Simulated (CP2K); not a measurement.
CoO:

```xyz
2
Lattice="3.0144 0.0000 0.0000 1.5072 2.6105 0.0000 1.5072 0.8702 2.4612" Properties=species:S:1:pos:R:3 pbc="T T T"
Co    0.0000    0.0000    0.0000
O     3.0144    1.7404    1.2306
```

Program: CP2K 2026.2. Alike in all runs: spin collinear, ferromagnetic start; cell as given; k mesh 11 × 11 × 11.

Problem. Order these runs on this cell by their pressure, lowest first.
A. level PBE; potentials or basis POTENTIAL_UZH Co GTH-PBE-q17, O GTH-PBE-q6; TZVP-MOLOPT-PBE-GTH basis; smearing fermi-dirac 0.05 eV; EPS_DEFAULT 1.0E-10; NGRIDS 4; CUTOFF of the grids 850 Ry
B. level LDA; potentials or basis GTH_POTENTIALS Co GTH-PADE-q17, O GTH-PADE-q6; DZVP-MOLOPT-PBE-GTH basis; smearing fermi-dirac 0.05 eV; EPS_DEFAULT 1.0E-10; NGRIDS 5; CUTOFF of the grids 850 Ry; points a segment of the path (NPOINTS) 6; bands added on the path 4
C. level PBEsol; potentials or basis POTENTIAL_UZH Co GTH-PBE-q17, O GTH-PBE-q6; DZVP-MOLOPT-PBE-GTH basis; smearing fermi-dirac 0.1 eV; EPS_DEFAULT 1.0E-9; NGRIDS 4; CUTOFF of the grids 850 Ry; points a segment of the path (NPOINTS) 8; bands added on the path 2
D. level r2SCAN; potentials or basis POTENTIAL_UZH Co GTH-SCAN-q17, O GTH-SCAN-q6; DZVP-MOLOPT-SCAN-GTH basis; smearing fermi-dirac 0.05 eV; EPS_DEFAULT 1.0E-9; NGRIDS 4; CUTOFF of the grids 1250 Ry; points a segment of the path (NPOINTS) 10; bands added on the path 2

Solution. B (-17.9 GPa), C (-8.9 GPa), D (-6.9 GPa), A (-0.3 GPa).

Caveats: the basis of atomic orbitals isn't converged, which shifts pressures, moduli and gaps; the total moment is fixed, so each spin has its own Fermi level; a cell with one magnetic atom can't hold antiferromagnetic order, which such compounds often take; the potentials were made for another functional, which shifts forces and pressure (some runs).
